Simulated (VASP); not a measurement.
The system is Zn.

```
CELL_PARAMETERS angstrom
2.67000 0.00000 0.00000
-1.33500 2.31229 0.00000
0.00000 0.00000 4.96600
ATOMIC_POSITIONS crystal
Zn 0.66667 0.33333 0.75000
Zn 0.33333 0.66667 0.25000
```

* Program: VASP 6.6.1
* Task: single point
* Functional: PBE
* Potentials or basis: VASP PAW PBE potentials, release 64 (Zn)
* Cutoff: 520 eV
* k mesh: 11 × 11 × 6
* Occupations: fermi-dirac, width 0.05 eV
* Spin: no spin polarisation

On this cell: pressure -0.4 GPa; largest force under 0.003 eV/Å; band gap on the k mesh none (metal or under the smearing width).

The same run follows on a disturbed copy (atoms moved at random, drawn with an rms of 0.05 Å):

```xyz
2
Lattice="2.6700 0.0000 0.0000 -1.3350 2.3123 0.0000 0.0000 0.0000 4.9660" Properties=species:S:1:pos:R:3 pbc="T T T"
Zn    1.3498    0.7393    3.7192
Zn   -0.0467    1.5727    1.2468
```

Q: What does the disturbed cell give?

A: The energy (extrapolated to zero smearing) moves by +1.0 meV/atom; pressure -0.3 GPa; largest force 0.050 eV/Å; band gap on the k mesh none (metal or under the smearing width).

Forces in eV/Å, atoms in the order of the input:
```
Zn  -0.028  0.033  0.025
Zn   0.028 -0.033 -0.025
```

Stress tensor (GPa, compression positive):
```
 0.06 -0.05 -0.01
-0.05 -0.04  0.01
-0.01  0.01 -0.96
```
